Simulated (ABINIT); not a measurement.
# B (P4/mmm) in ABINIT: notebook, part 2 of 2

ABINIT 10.8.3 (patched build). Earlier steps stand in the parts before.

**3. Single point, PW91**

run.abi

```
# Pseudopotentials
pp_dirpath "./"
pseudos "B.GGA_PBE-JTH.xml"

# Structure
acell 2.34611 2.34611 1.58579 Angstrom
rprim
     1.0000000000     0.0000000000     0.0000000000
     0.0000000000     1.0000000000     0.0000000000
     0.0000000000     0.0000000000     1.0000000000
ntypat 1
znucl 5
natom 1
typat 1
xred
     0.5000000000     0.5000000000     0.5000000000

# Plane-wave basis
ecut 18.0
pawecutdg 36.0
pawxcdev 0
pawovlp 30

# k points
kptopt 1
ngkpt 11 11 16
nshiftk 1
shiftk 0.0 0.0 0.0

# Exchange and correlation
ixc -109134

# Bands and occupations
nband 6
occopt 3
tsmear 0.05 eV

# SCF cycle
nstep 100
tolvrs 1.0e-9

# Output
iomode 3
prtwf 0
prtden 0
prteig 0
prtebands 0
enunit 1
```

Potentials or basis: JTH PAW PBE v2.0.

Command:

```bash
abinit run.abi > log 2>&1
```

run.abo:

```text
.Version 10.8.3 of ABINIT
 Symmetries : space group P4/m m m (#123); Bravais tP (primitive tetrag.)
================================================================================
 Values of the parameters that define the memory need of the present run
     intxc =       0    ionmov =       0      iscf =      17    lmnmax =       8
     lnmax =       4     mgfft =      18  mpssoang =       2    mqgrid =    3001
     natom =       1  nloc_mem =       2    nspden =       1   nspinor =       1
    nsppol =       1      nsym =      16    n1xccc =       1    ntypat =       1
    occopt =       3   xclevel =       2
       mpw =         226          nfft =        3888          nkpt =         189
 PAW method is used; the additional fine FFT grid is defined by:
   mgfftf=        24    nfftf =     10368
================================================================================
================================================================================

--------------------------------------------------------------------------------
------------- Echo of variables that govern the present computation ------------
--------------------------------------------------------------------------------
 -outvars: echo values of preprocessed input variables --------
            acell      4.4335053613E+00  4.4335053613E+00  2.9967087932E+00 Bohr
              amu      1.08110000E+01
             ecut      1.80000000E+01 Hartree
           enunit           1
                       outvar_i_n : Printing only first  50 k-points.
              ixc     -109134
                       outvar_i_n : Printing only first  50 k-points.
         kptrlatt       11    0    0      0   11    0      0    0   16
          kptrlen      4.79473407E+01
            natom           1
[... 170 lines left out ...]
...

--- !EnergyTermsDC
iteration_state     : {dtset: 1, }
comment             : '"Double-counting" decomposition of free energy'
band_energy         : -4.39508180346281E-02
Ewald energy        : -3.10686345866103E+00
psp_core            :  2.13663736164641E-01
xc_dc               :  9.45799668688514E-02
PAW spherical_terms :  1.23826748152153E-02
internal            : -2.83018789884695E+00
'-kT*entropy'       : -7.14514767063890E-05
total_energy_dc     : -2.83025935032366E+00
total_energy_dc_eV  : -7.70152803579563E+01
...

--- !EnergyTermsWithPAWCore
iteration_state     : {dtset: 1, }
comment             : 'Components of total free energy, including PAW core contributions'
Total energy        : -2.48355728744627E+01
Total energy DC     : -2.48355742030558E+01
Total energy (eV)   : -6.75810366127213E+02
Total energy DC (eV): -6.75810402280072E+02
...

 Cartesian components of stress tensor (hartree/bohr^3)
  sigma(1 1)=  3.04136472E-06  sigma(3 2)=  0.00000000E+00
  sigma(2 2)=  3.04136472E-06  sigma(3 1)=  0.00000000E+00
  sigma(3 3)=  4.55863089E-05  sigma(2 1)=  0.00000000E+00

-Cartesian components of stress tensor (GPa)         [Pressure= -5.0672E-01 GPa]
- sigma(1 1)=  8.94800393E-02  sigma(3 2)=  0.00000000E+00
- sigma(2 2)=  8.94800393E-02  sigma(3 1)=  0.00000000E+00
- sigma(3 3)=  1.34119551E+00  sigma(2 1)=  0.00000000E+00

== END DATASET(S) ==============================================================
================================================================================

 -outvars: echo values of variables after computation  --------
            acell      4.4335053613E+00  4.4335053613E+00  2.9967087932E+00 Bohr
           etotal     -2.8302593503E+00
            fcart     -0.0000000000E+00 -0.0000000000E+00 -0.0000000000E+00
           strten      3.0413647193E-06  3.0413647193E-06  4.5586308914E-05
                       0.0000000000E+00  0.0000000000E+00  0.0000000000E+00
           xangst      1.1730550000E+00  1.1730550000E+00  7.9289500000E-01
             xred      5.0000000000E-01  5.0000000000E-01  5.0000000000E-01
 Calculation completed.
```

Run time: 5.6 s. Hardware: 1 thread of Arm Neoverse V2, shared host; peak memory 0.07 GiB.

Results:

```yaml
Free_energy: -77.0153 eV
Pressure: -0.5 GPa
Band_gap_on_the_k_mesh: none (metal or under the smearing width)
```

Levels at points of the mesh, in eV from the Fermi level:
| k point | band 1 | band 2 | band 3 | band 4 | band 5 |
| --- | --- | --- | --- | --- | --- |
| (0.00, 0.00, 0.00) | -13.98 | 4.40 | 4.40 | 14.36 | 15.45 |
| (0.00, 0.00, 0.50) | -5.98 | 1.42 | 13.51 | 13.51 | 21.37 |

Caveat: the PAW data sets were made with another functional, which shifts forces and pressure a little; the atomic spheres overlap.

**4. Single point, WC**

run.abi, as its differences from that of step 3:

```diff
@@ -30,3 +30,3 @@
 # Exchange and correlation
-ixc -109134
+ixc 23
```

Potentials or basis: JTH PAW PBE v2.0.

Command:

```bash
abinit run.abi > log 2>&1
```

run.abo:

```text
.Version 10.8.3 of ABINIT
 Symmetries : space group P4/m m m (#123); Bravais tP (primitive tetrag.)
================================================================================
 Values of the parameters that define the memory need of the present run
     intxc =       0    ionmov =       0      iscf =      17    lmnmax =       8
     lnmax =       4     mgfft =      18  mpssoang =       2    mqgrid =    3001
     natom =       1  nloc_mem =       2    nspden =       1   nspinor =       1
    nsppol =       1      nsym =      16    n1xccc =       1    ntypat =       1
    occopt =       3   xclevel =       2
       mpw =         226          nfft =        3888          nkpt =         189
 PAW method is used; the additional fine FFT grid is defined by:
   mgfftf=        24    nfftf =     10368
================================================================================
================================================================================

--------------------------------------------------------------------------------
------------- Echo of variables that govern the present computation ------------
[... 209 lines left out ...]

 Cartesian components of stress tensor (hartree/bohr^3)
  sigma(1 1)=  1.35236629E-04  sigma(3 2)=  0.00000000E+00
  sigma(2 2)=  1.35236629E-04  sigma(3 1)=  0.00000000E+00
  sigma(3 3)= -1.95564059E-05  sigma(2 1)=  0.00000000E+00

-Cartesian components of stress tensor (GPa)         [Pressure= -2.4607E+00 GPa]
- sigma(1 1)=  3.97879901E+00  sigma(3 2)=  0.00000000E+00
- sigma(2 2)=  3.97879901E+00  sigma(3 1)=  0.00000000E+00
- sigma(3 3)= -5.75369327E-01  sigma(2 1)=  0.00000000E+00

== END DATASET(S) ==============================================================
================================================================================

 -outvars: echo values of variables after computation  --------
            acell      4.4335053613E+00  4.4335053613E+00  2.9967087932E+00 Bohr
           etotal     -2.8168802205E+00
            fcart     -0.0000000000E+00 -0.0000000000E+00 -0.0000000000E+00
           strten      1.3523662946E-04  1.3523662946E-04 -1.9556405930E-05
                       0.0000000000E+00  0.0000000000E+00  0.0000000000E+00
           xangst      1.1730550000E+00  1.1730550000E+00  7.9289500000E-01
             xred      5.0000000000E-01  5.0000000000E-01  5.0000000000E-01
 Calculation completed.
```

Wall time 4.1 s (1 thread of Arm Neoverse V2, shared host); peak memory 0.07 GiB.

What came out:

```yaml
Free_energy: -76.6512 eV
Pressure: -2.5 GPa
Band_gap_on_the_k_mesh: none (metal or under the smearing width)
```

Caveat: the PAW data sets were made with another functional, which shifts forces and pressure a little; the atomic spheres overlap.

**5. Single point, PBE**

run.abi, as its differences from that of step 4:

```diff
@@ -2,3 +2,3 @@
 pp_dirpath "./"
-pseudos "B.GGA_PBE-JTH.xml"
+pseudos "B.upf"
 
@@ -18,6 +18,3 @@
 # Plane-wave basis
-ecut 18.0
-pawecutdg 36.0
-pawxcdev 0
-pawovlp 30
+ecut 38.0
 
@@ -30,3 +27,3 @@
 # Exchange and correlation
-ixc 23
+ixc 11
 
@@ -39,3 +36,3 @@
 nstep 100
-tolvrs 1.0e-9
+tolvrs 1.0e-10
```

Potentials or basis: PseudoDojo NC SR PBE v0.4.1 standard.

Command:

```bash
abinit run.abi > log 2>&1
```

run.abo:

```text
.Version 10.8.3 of ABINIT
 Symmetries : space group P4/m m m (#123); Bravais tP (primitive tetrag.)
================================================================================
 Values of the parameters that define the memory need of the present run
     intxc =       0    ionmov =       0      iscf =       7    lmnmax =       4
     lnmax =       4     mgfft =      27  mpssoang =       2    mqgrid =    3001
     natom =       1  nloc_mem =       1    nspden =       1   nspinor =       1
    nsppol =       1      nsym =      16    n1xccc =    2501    ntypat =       1
    occopt =       3   xclevel =       2
       mpw =         677          nfft =       13122          nkpt =         189
================================================================================
================================================================================

--------------------------------------------------------------------------------
------------- Echo of variables that govern the present computation ------------
--------------------------------------------------------------------------------
[... 170 lines left out ...]
  sigma(1 1)=  3.51514708E-05  sigma(3 2)=  0.00000000E+00
  sigma(2 2)=  3.51514708E-05  sigma(3 1)=  0.00000000E+00
  sigma(3 3)= -1.90192334E-05  sigma(2 1)=  0.00000000E+00

-Cartesian components of stress tensor (GPa)         [Pressure= -5.0294E-01 GPa]
- sigma(1 1)=  1.03419198E+00  sigma(3 2)=  0.00000000E+00
- sigma(2 2)=  1.03419198E+00  sigma(3 1)=  0.00000000E+00
- sigma(3 3)= -5.59565167E-01  sigma(2 1)=  0.00000000E+00

== END DATASET(S) ==============================================================
================================================================================

 -outvars: echo values of variables after computation  --------
            acell      4.4335053613E+00  4.4335053613E+00  2.9967087932E+00 Bohr
           etotal     -2.9023722040E+00
            fcart     -0.0000000000E+00 -0.0000000000E+00 -0.0000000000E+00
           strten      3.5151470775E-05  3.5151470775E-05 -1.9019233448E-05
                       0.0000000000E+00  0.0000000000E+00  0.0000000000E+00
           xangst      1.1730550000E+00  1.1730550000E+00  7.9289500000E-01
             xred      5.0000000000E-01  5.0000000000E-01  5.0000000000E-01
 Calculation completed.
```

Wall time 9.7 s (1 thread of Arm Neoverse V2, shared host); peak memory 0.06 GiB.

What came out:

- Free energy: -78.9776 eV
- Pressure: -0.5 GPa
- Band gap on the k mesh: none (metal or under the smearing width)
- Valence electrons inside the program's atomic spheres: B 2.58 (radii [1.0584] Å)

Stress tensor (GPa, compression positive):
```
-1.03  0.00  0.00
 0.00 -1.03  0.00
 0.00  0.00  0.56
```

**6. Overview**

```csv
level,potentials or basis,cutoff (eV),fine-grid cutoff,gap on the mesh (eV),pressure (GPa)
revPBE,JTH PAW PBE v2.0,490,979.61 eV,none,1.8
PW91,JTH PAW PBE v2.0,490,979.61 eV,none,-0.5
WC,JTH PAW PBE v2.0,490,979.61 eV,none,-2.5
PBE,PseudoDojo NC SR PBE v0.4.1 standard,1034,-,none,-0.5
```

Alike in all rows: task single point; no spin polarisation; cell as given; k mesh 11 × 11 × 16; smearing fermi-dirac 0.05 eV.

Caveats: the PAW data sets were made with another functional, which shifts forces and pressure a little (some runs); the atomic spheres overlap (some runs).

Total energies depend on the potentials used, so only differences within one code and one set of settings carry meaning.
